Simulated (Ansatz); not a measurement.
**BaTe, relaxed from a wurtzite start to space group P6_3/mmc (read at 0.02 Å)**

Level of theory: DFT, PBE, scalar-relativistic, no spin polarisation; plane waves to 420 eV with PAW datasets (Ansatz 0.2.0), 8×8×4 k-mesh, Gaussian smearing of 0.05 eV. The datasets are Ansatz's generated set soft_2.

```xyz
4
Lattice="5.9702 0.0000 0.0000 -2.9851 5.1704 0.0000 0.0000 0.0000 7.0024" Properties=species:S:1:pos:R:3 pbc="T T T"
Ba    2.9851    1.7235    0.4384
Ba    0.0000    3.4469    3.9396
Te    2.9851    1.7235    3.9396
Te    0.0000    3.4469    0.4384
```

This is a trial structure: the heavier alkaline earths' oxides and chalcogenides take the rock-salt structure.

The cell is relaxed to zero pressure at this level.

Elastic constants come from the stress of slightly strained cells with relaxed atoms, in GPa, Voigt order xx, yy, zz, yz, xz, xy in the Cartesian frame of the vectors above.

```
28.53 25.49  7.83  0.00  0.00  0.00
25.49 28.53  7.83  0.00  0.00  0.00
 7.83  7.83 59.99  0.00  0.00  0.00
 0.00  0.00  0.00  8.90  0.00  0.00
 0.00  0.00  0.00  0.00  8.90  0.00
 0.00  0.00  0.00  0.00  0.00  1.52
```

Problem. Work out the Voigt, Reuss and Hill moduli.

Solution. Voigt: K = (C11 + C22 + C33 + 2(C12 + C13 + C23))/9 = 22 GPa, G = (C11 + C22 + C33 − C12 − C13 − C23 + 3(C44 + C55 + C66))/15 = 8.9 GPa. Reuss, from the compliances S = C⁻¹: K = 22 GPa, G = 3.2 GPa. Hill means: K = 22 GPa, G = 6.0 GPa.

Problem. And Young's modulus, Poisson's ratio, Pugh's ratio and the anisotropy?

Solution. E = 9KG/(3K + G) = 16.6 GPa, ν = (3K − 2G)/(6K + 2G) = 0.37, K/G = 3.64 (over the 1.75 that Pugh's rule, made for metals, takes as the line between brittle and ductile), universal anisotropy index 5G_V/G_R + K_V/K_R − 6 = 9.1. The eigenvalues of C are 1.5, 3.0, 8.9, 8.9, 46, 68 GPa, all positive.

Voigt's and Reuss's shear moduli differ by over a factor of two, so their mean gives no reliable sound velocity or Debye temperature.

The equation of state, an independent route, gives B0 = 22 GPa; its match is the Reuss value, 22 GPa, which holds for uniform pressure.

Cost: 5.2 min on 2 threads of Arm Neoverse V2, on a shared host, peak memory 0.81 GiB.

For elements this heavy, spin–orbit coupling would shift levels and gaps; it isn't included here.
